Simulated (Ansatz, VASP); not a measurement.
# Ga in VASP and in Ansatz

INCAR

```
ALGO = Normal ; EDIFF = 1E-6
ENCUT = 520 ; ISIF = 2
ISMEAR = -1 ; LASPH = True
LCHARG = False ; LREAL = False
LWAVE = False ; NBANDS = 12
NELM = 100 ; PREC = Accurate
SIGMA = 0.05
```

KPOINTS

```
k-points
0
Gamma
  13 13 13
```

Contents of POSCAR:

```
Ga
1.0
   -1.3561377546      1.3561377546      2.2640427644
    1.3561377546     -1.3561377546      2.2640427644
    1.3561377546      1.3561377546     -2.2640427644
Ga
1
Direct
    0.0000000000      0.0000000000      0.0000000000
```

input.yaml

```yaml
crystal:
  lattice:
    - [-1.3561377546, 1.3561377546, 2.2640427644]
    - [1.3561377546, -1.3561377546, 2.2640427644]
    - [1.3561377546, 1.3561377546, -2.2640427644]
  atoms:
    - { symbol: Ga, position: [0.0, 0.0, 0.0] }
hamiltonian:
  xc: lda
  pseudopotentials: { kind: paw }
kpoints:
  mp_grid: { grid: [13, 13, 13] }
scf:
  occupations: { method: fermi_dirac, width: 0.05 }
output:
  forces: true
  stress: true
  eigenvalues: true
  write_density: true
  write_potential: true
  elf: true
  volumetric_format: npy
```

This isn't the form of Ga at room conditions, which is orthorhombic.

Alike in both runs: task single point; functional LDA; k mesh 13 × 13 × 13; occupations fermi-dirac, width 0.05 eV; no spin polarisation.

|  | VASP | Ansatz |
| --- | --- | --- |
| version | VASP 6.6.1 | Ansatz 0.2.0 |
| potentials or method | VASP PAW LDA potentials, release 64 (Ga_d) | Ansatz PAW |
| plane-wave cutoff (eV) | 520 | 420 |
| valence electrons in the cell | 13 | 13 |

Ansatz gave:

```
gap on the k mesh at the Fermi level (eV)       : none
pressure (GPa)                                  : 1.6
largest component of the traceless stress (GPa) : 0.08
```

Estimate VASP's values.

gap on the k mesh at the Fermi level (eV): none; pressure (GPa): 1.7; largest component of the traceless stress (GPa): 0.16.

A gap of «none» marks a metal or a gap that the smearing closes.

Caveats: the PAW data sets come from PBE, with cores solved anew for the run's functional, which leaves a small shift of forces and pressure (Ansatz).
